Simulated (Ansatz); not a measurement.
The system is Mn.

```
Mn
1.0
     2.48365    0.00000    0.00000
    -1.24182    2.15090    0.00000
     0.00000    0.00000    4.02620
Mn
2
Direct
  0.33333 0.66667 0.25000
  0.66667 0.33333 0.75000
```

This isn't the form of Mn at room conditions, which is a 58-atom cubic cell.

Base run:

```yaml
Program: Ansatz 0.2.0
Functional: revPBE
Potentials_or_basis: Ansatz PAW
Cutoff: "420 eV (not typed: the program's choice for these potentials)"
k_mesh: 12 × 12 × 7
Occupations: fermi-dirac, width 0.05 eV
Spin: collinear spin, ferromagnetic start
Starting_moments: "[4.0, 4.0] μB"
```

Its results: band gap on the k mesh none (metal or under the smearing width); pressure 4.1 GPa; net moment 0.00 μB per cell; site moments Mn -0.46, +0.46 μB.

Q: The run is repeated on the same cell with these changes: functional from revPBE to r2SCAN; cutoff from 420 eV (not typed: the program's choice for these potentials) to 500 eV (not typed: the program's choice for these potentials). What comes out?

A: Band gap on the k mesh none (metal or under the smearing width); pressure 9.5 GPa; net moment 0.00 μB per cell; site moments Mn -1.72, +1.72 μB.

Caveats: the PAW data sets come from PBE, with cores solved anew for the run's functional, which leaves a small shift of forces and pressure; the starting moments weren't kept; the moment fell far below its start of 4 μB, so a state of higher moment may lie lower in energy (some runs); the magnetic or orbital state may not be the lowest (some runs).
